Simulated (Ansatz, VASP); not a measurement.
## One calculation of Ti, two programs

Contents of INCAR:

```
SYSTEM = Ti
PREC = Accurate
ENCUT = 520
EDIFF = 1E-6
ISMEAR = -1
SIGMA = 0.05
LREAL = .FALSE.
LASPH = .TRUE.
NELM = 100
ALGO = Normal
ISIF = 2
LWAVE = .FALSE.
LCHARG = .FALSE.
GGA = PE
NBANDS = 19
```

Contents of KPOINTS:

```
Automatic mesh
0
G
  9 9 5
  0 0 0
```

The input POSCAR:

```
Ti
1.0
    2.9500000000      0.0000000000      0.0000000000
   -1.4750000000      2.5547749412      0.0000000000
    0.0000000000      0.0000000000      4.7268000000
Ti
2
Direct
    0.6666666667      0.3333333333      0.7500000000
    0.3333333333      0.6666666667      0.2500000000
```

input.yaml

```yaml
crystal:
  lattice:
    - [2.95, 0.0, 0.0]
    - [-1.475, 2.5547749412, 0.0]
    - [0.0, 0.0, 4.7268]
  atoms:
    - { symbol: Ti, position: [0.6666666667, 0.3333333333, 0.75] }
    - { symbol: Ti, position: [0.3333333333, 0.6666666667, 0.25] }
hamiltonian:
  xc: pbe
  pseudopotentials: { kind: paw }
kpoints:
  mp_grid: { grid: [9, 9, 5] }
scf:
  occupations: { method: fermi_dirac, width: 0.05 }
output:
  forces: true
  stress: true
  eigenvalues: true
  write_density: true
  write_potential: true
  elf: true
  volumetric_format: npy
```

Alike in both runs: task single point; functional PBE; k mesh 9 × 9 × 5; occupations fermi-dirac, width 0.05 eV; no spin polarisation.

```csv
,VASP,Ansatz
version,VASP 6.6.1,Ansatz 0.2.0
potentials or method,"VASP PAW PBE potentials, release 64 (Ti_sv)",Ansatz PAW
plane-wave cutoff (eV),520,420
valence electrons in the cell,24,24
```

VASP gave:

```
gap on the k mesh at the Fermi level (eV)       : none
pressure (GPa)                                  : -2.9
largest component of the traceless stress (GPa) : 1.19
```

Task: Which values does Ansatz return?

Result: gap on the k mesh at the Fermi level (eV): none; pressure (GPa): -2.7; largest component of the traceless stress (GPa): 1.19.

A gap of «none» marks a metal or a gap that the smearing closes.
